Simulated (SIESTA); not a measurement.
**BaTiO3 under changes of volume**

One of the cells (12.858 Å³/atom); the others are scaled copies at fixed shape and fractional positions:

```
Ba Ti O
1.0
     4.00600    0.00000    0.00000
     0.00000    4.00600    0.00000
     0.00000    0.00000    4.00600
Ba Ti O
1 1 3
Direct
  0.50000 0.50000 0.50000
  0.00000 0.00000 0.00000
  0.00000 0.00000 0.50000
  0.00000 0.50000 0.00000
  0.50000 0.00000 0.00000
```

- Program: SIESTA 5.4.2
- Functional: LDA
- Potentials or basis: PseudoDojo 0.4 standard (LDA files)
- Basis: DZP (energy shift 0.003 Ry; two zetas on semicore shells; d shell added on Ba)
- Grid cutoff: 800 Ry
- Energy shift: 0.003 Ry
- k mesh: 5 × 5 × 5
- Occupations: fermi-dirac, width 0.05 eV
- Spin: no spin polarisation

```tsv
volume (Å³/atom)	energy over the lowest point (meV/atom)	pressure (GPa)	gap on the mesh (eV)
12.086	3.78	4.5	1.77
12.343	0.00	0.3	1.76
12.601	?	?	?
12.858	11.51	-7.1	1.73
13.115	25.43	-10.2	1.69
13.372	43.97	-12.8	1.65
13.629	66.51	-15.3	1.61
```

Problem. What does the run at 12.601 Å³/atom give?

Solution. Energy over the lowest point 2.82 meV/atom; pressure -3.7 GPa; gap on the mesh 1.75 eV.

Worked out: A Birch-Murnaghan fit of order 3 (a polynomial in V^(-2/3)) to the other rows has its minimum at 12.36 Å³/atom with B0 = V·E''(V) = 197 GPa and B' = 4.8. It gives 2.82 meV/atom at 12.601 Å³/atom, against the run's 2.82, and -dE/dV = -3.7 GPa, against -3.7. A parabola through the other rows of the gap, of slope -0.954 eV per unit of ln V there, gives 1.75 eV, against the run's 1.75.

Energies are extrapolated to zero smearing.

Caveats: this set's barium file shifts pressures by up to 1 GPa against other sets; spin-orbit coupling is left out, which moves the levels of the heavy elements; an odd mesh through Γ misses points on the zone boundary, where band edges often lie; the basis of atomic orbitals isn't converged, which shifts pressures, moduli and gaps.
